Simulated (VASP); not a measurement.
A run of VASP 6.6.1 is set up as follows.

INCAR

```
PREC = Accurate
ENCUT = 520
EDIFF = 1E-6
ISMEAR = 0
SIGMA = 0.01
LREAL = False
LASPH = True
NELM = 100
ALGO = Normal
ISIF = 2
LWAVE = False
LCHARG = True
GGA = CA
LELF = True
LVHAR = True
NBANDS = 26
```

KPOINTS

```
regular mesh
0
Gamma
  12 12 4
```

POSCAR

```
CdSe
1.0
    4.3407185131      0.0000000000      0.0000000000
   -2.1703592566      3.7591725031      0.0000000000
    0.0000000000      0.0000000000      7.0766649690
Cd Se
2 2
Direct
    0.3333333333      0.6666666667      0.0045236775
    0.6666666667      0.3333333333      0.5045236775
    0.3333333333      0.6666666667      0.3804763225
    0.6666666667      0.3333333333      0.8804763225
```

Potentials or basis: VASP PAW LDA potentials, release 64 (Cd, Se).

Run with:

```console
$ cat potpaw_LDA.64/Cd/POTCAR potpaw_LDA.64/Se/POTCAR > POTCAR
$ mpirun -np 1 vasp_std > vasp.out
```

**Question.** What does it give for the pressure?

**Answer.** -2.7 GPa.

**Question.** Estimate the band gap on the k mesh.

**Answer.** 0.36 eV, direct.

Stress tensor (GPa, compression positive):
```
-2.77  0.00  0.00
 0.00 -2.77  0.00
 0.00  0.00 -2.69
```

**The experiment to reproduce.**

A printed reference work, data compilation reports, for a bulk crystal of CdSe at 2 K: band gap 1.841 eV.

Measured gap of CdSe: 1.841 eV (2 K; a printed reference work, data compilation). This calculation gives 0.36 eV (-1.48 eV). So large a miss can be the level of theory's own, or it may mean another phase, state or a wrong row. Spin-orbit coupling on Cd, Se is left out. The value is that of LDA, without temperature or zero-point motion. Semilocal functionals fall short of measured gaps as a rule.
